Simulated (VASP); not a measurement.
Given:

```xyz
2
Lattice="0.0000 2.4900 2.4900 2.4900 0.0000 2.4900 2.4900 2.4900 0.0000" Properties=species:S:1:pos:R:3 pbc="T T T"
In     0.0000     0.0000     0.0000
N      1.2450     1.2450     1.2450
```

These are PBE GGA, VASP's PBE PAW potentials (set 64) (plane waves; VASP) values and carry that method's errors. Settings: 520 eV cut-off, 8×8×8 Γ-centred mesh, Gaussian smearing of 0.050 eV, potentials In_d N.

### Question
Give the stress tensor in GPa (positive for a compressed cell).

### Answer

```
5.74  0.00  0.00
0.00  5.74  0.00
0.00  0.00  5.74
```
The pressure is its mean diagonal, 5.74 GPa.

The compound is InN in the zinc blende structure, a metastable form; wurtzite is the usual one. The cell was not relaxed at this level.
